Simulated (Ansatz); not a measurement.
Wires are cut from relaxed bulk Mo (Im-3m, 15.78 Å³/atom, gap on the mesh 0.00 eV); atoms and period are relaxed, and energies count from that bulk.

The calculation used DFT PBE, scalar-relativistic, plane waves, PAW in Ansatz.

Cutoff 420 eV, Gaussian smearing of 0.05 eV, energies at zero smearing, symmetry of each start kept, no spin polarisation.

```csv
start,atoms,k mesh,excess energy (eV per host atom),line energy (eV/Å),period (Å),gap on the mesh (eV)
"[110] wire, 14 host atoms a period",14,1×1×12,1.593,5.149,4.331,0
"[110] wire, 16 host atoms a period",16,1×1×12,1.431,5.311,4.311,0
```

Each run keeps its start's symmetry and one magnetic start, so lower states can exist.

Cost: 2 runs of about 43 core-minutes in all, on Intel Xeon Platinum 8488C (Sapphire Rapids) (shared hosts).